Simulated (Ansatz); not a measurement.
# Au (bcc)

Level of theory: DFT, HSE06, scalar-relativistic, no spin polarisation; plane waves to 420 eV with PAW datasets (Ansatz 0.2.0), 10×10×10 k-mesh, Gaussian smearing of 0.05 eV; PAW files: Ansatz's generated set soft_2.

```cif
data_structure
_symmetry_space_group_name_H-M 'P 1'
_symmetry_Int_Tables_number 1
_cell_length_a 2.8343
_cell_length_b 2.8343
_cell_length_c 2.8343
_cell_angle_alpha 109.471
_cell_angle_beta 109.471
_cell_angle_gamma 109.471
_cell_volume 17.53
loop_
_atom_site_label
_atom_site_type_symbol
_atom_site_fract_x
_atom_site_fract_y
_atom_site_fract_z
_atom_site_occupancy
Au1 Au 0.00000 0.00000 0.00000 1
```

At room temperature and ambient pressure Au is fcc.

The volume is at zero pressure for this level.

```
Space group                          : Im-3m (No. 229)
Volume                               : 17.53 Å³/atom
Band gap                             : zero (metallic)
Density of states at the Fermi level : about 0.3 states/(eV·atom)
```

With 19 valence electrons in the calculation's cell and no magnetic order, the bands, two electrons each, can't all be full or empty: band theory demands a metal.

Scalar-relativistic only: spin–orbit splittings of the heavy atoms' levels are missing. For a metal under a hybrid functional this mesh is coarse.
